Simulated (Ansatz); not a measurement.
A relaxation computed with Ansatz, from input to last step.

```yaml
crystal:
  lattice:
    - [-4.4242261245, 4.4242261245, 2.5893127205]
    - [4.4242261245, -4.4242261245, 2.5893127205]
    - [4.4242261245, 4.4242261245, -2.5893127205]
  atoms:
    - { symbol: Si, position: [0.1769634095, 0.1769634095, 0.353926819] }
    - { symbol: Si, position: [0.8230365905, 0.1769634095, 0.0] }
    - { symbol: Si, position: [0.1769634095, 0.8230365905, 0.0] }
    - { symbol: Si, position: [0.8230365905, 0.8230365905, 0.646073181] }
    - { symbol: O, position: [0.5, 0.5, 0.5] }
    - { symbol: O, position: [0.0, 0.5, 0.0] }
    - { symbol: O, position: [0.5, 0.0, 0.0] }
    - { symbol: O, position: [0.0, 0.0, 0.5] }
    - { symbol: O, position: [0.0, 0.2088403757, 0.2088403757] }
    - { symbol: O, position: [0.7911596243, 0.0, 0.7911596243] }
    - { symbol: O, position: [0.2088403757, 0.0, 0.2088403757] }
    - { symbol: O, position: [0.0, 0.7911596243, 0.7911596243] }
basis:
  ecutwfc: 500
kpoints:
  mp_grid: { grid: [6, 6, 6] }
hamiltonian:
  xc: r2scan
scf:
  occupations: { method: gaussian, width: 0.02 }
output:
  forces: true
  stress: true
  eigenvalues: true
relax:
  adjacent_minimum: "off"
  f_tol: 0.01
  max_steps: 30
  cell: { stress_tol: 0.1, fix: [volume] }
```

```bash
ansatz run input.yaml --threads 2 --pin off --max-ram 5120MiB --backend cpu --events-out ev --progress --plain --runs-dir out
```

Method: DFT r2SCAN, scalar-relativistic, plane waves, PAW (Ansatz).

The volume is held at 0.97 times that of the relaxed cell.

Of 5 frames 4 are shown, positions in Å and forces in eV/Å; the SCF threshold varies from step to step. Steps run on the plane waves of an earlier cell, with a Pulay correction in the pressure. The basis is chosen afresh for the last frame, the zero of the energies, and at times for earlier ones too; energy and pressure can step there, also at an unchanged geometry. Where two frames share a geometry here, they differ by under 2 meV/atom and 0.3 GPa.

```xyz
12
Lattice="-4.4242 4.4242 2.5893 4.4242 -4.4242 2.5893 4.4242 4.4242 -2.5893" Properties=species:S:1:pos:R:3:forces:R:3 pbc="T T T" step=1 free_energy_over_end_meV_per_atom=0.76 pressure_GPa=4.90
Si    1.5659    1.5659    0.0000    0.0126    0.0126    0.0000
Si   -2.8584    2.8584    2.5893    0.0126   -0.0126    0.0000
Si    2.8584   -2.8584    2.5893   -0.0126    0.0126    0.0000
Si    2.8584    2.8584    2.5893   -0.0126   -0.0126    0.0000
O     2.2121    2.2121    1.2947    0.0000    0.0000    0.0000
O     2.2121   -2.2121    1.2947    0.0000    0.0000    0.0000
O    -2.2121    2.2121    1.2947    0.0000    0.0000    0.0000
O     2.2121    2.2121   -1.2947    0.0000    0.0000    0.0000
O     1.8479    0.0000    0.0000    0.1972    0.0000    0.0000
O     0.0000    7.0005    0.0000    0.0000   -0.1972    0.0000
O     0.0000    1.8479    0.0000    0.0000    0.1972    0.0000
O     7.0005    0.0000    0.0000   -0.1972    0.0000    0.0000
12
Lattice="-4.4217 4.4217 2.5922 4.4217 -4.4217 2.5922 4.4217 4.4217 -2.5922" Properties=species:S:1:pos:R:3:forces:R:3 pbc="T T T" step=2 free_energy_over_end_meV_per_atom=0.51 pressure_GPa=4.80
Si    1.5661    1.5661    0.0000   -0.0086   -0.0086    0.0000
Si   -2.8557    2.8557    2.5922   -0.0086    0.0086    0.0000
Si    2.8557   -2.8557    2.5922    0.0086   -0.0086    0.0000
Si    2.8557    2.8557    2.5922    0.0086    0.0086    0.0000
O     2.2109    2.2109    1.2961    0.0000    0.0000    0.0000
O     2.2109   -2.2109    1.2961    0.0000    0.0000    0.0000
O    -2.2109    2.2109    1.2961    0.0000    0.0000    0.0000
O     2.2109    2.2109   -1.2961    0.0000    0.0000    0.0000
O     1.8508    0.0000    0.0000    0.1638    0.0000    0.0000
O     0.0000    6.9926    0.0000    0.0000   -0.1638    0.0000
O     0.0000    1.8508    0.0000    0.0000    0.1638    0.0000
O     6.9926    0.0000    0.0000   -0.1638    0.0000    0.0000
12
Lattice="-4.4110 4.4110 2.6049 4.4110 -4.4110 2.6049 4.4110 4.4110 -2.6049" Properties=species:S:1:pos:R:3:forces:R:3 pbc="T T T" step=3 free_energy_over_end_meV_per_atom=0.02 pressure_GPa=4.38
Si    1.5646    1.5646    0.0000    0.0622    0.0622    0.0000
Si   -2.8464    2.8464    2.6049    0.0622   -0.0622    0.0000
Si    2.8464   -2.8464    2.6049   -0.0622    0.0622    0.0000
Si    2.8464    2.8464    2.6049   -0.0622   -0.0622    0.0000
O     2.2055    2.2055    1.3024    0.0000    0.0000    0.0000
O     2.2055   -2.2055    1.3024    0.0000    0.0000    0.0000
O    -2.2055    2.2055    1.3024    0.0000    0.0000    0.0000
O     2.2055    2.2055   -1.3024    0.0000    0.0000    0.0000
O     1.8646    0.0000    0.0000    0.0048    0.0000    0.0000
O     0.0000    6.9574    0.0000    0.0000   -0.0048    0.0000
O     0.0000    1.8646    0.0000    0.0000    0.0048    0.0000
O     6.9574    0.0000    0.0000   -0.0048    0.0000    0.0000
12
Lattice="-4.4135 4.4135 2.6019 4.4135 -4.4135 2.6019 4.4135 4.4135 -2.6019" Properties=species:S:1:pos:R:3:forces:R:3 pbc="T T T" step=5 free_energy_over_end_meV_per_atom=0.00 pressure_GPa=4.39
Si    1.5658    1.5658    0.0000   -0.0034   -0.0034    0.0000
Si   -2.8478    2.8478    2.6019   -0.0034    0.0034    0.0000
Si    2.8478   -2.8478    2.6019    0.0034   -0.0034    0.0000
Si    2.8478    2.8478    2.6019    0.0034    0.0034    0.0000
O     2.2068    2.2068    1.3009    0.0000    0.0000    0.0000
O     2.2068   -2.2068    1.3009    0.0000    0.0000    0.0000
O    -2.2068    2.2068    1.3009    0.0000    0.0000    0.0000
O     2.2068    2.2068   -1.3009    0.0000    0.0000    0.0000
O     1.8657    0.0000    0.0000   -0.0094    0.0000    0.0000
O     0.0000    6.9614    0.0000    0.0000    0.0094    0.0000
O     0.0000    1.8657    0.0000    0.0000   -0.0094    0.0000
O     6.9614    0.0000    0.0000    0.0094    0.0000    0.0000
```

The run took 79 s on 2 threads of Arm Neoverse V2 (shared host), peak memory 1.1 GiB.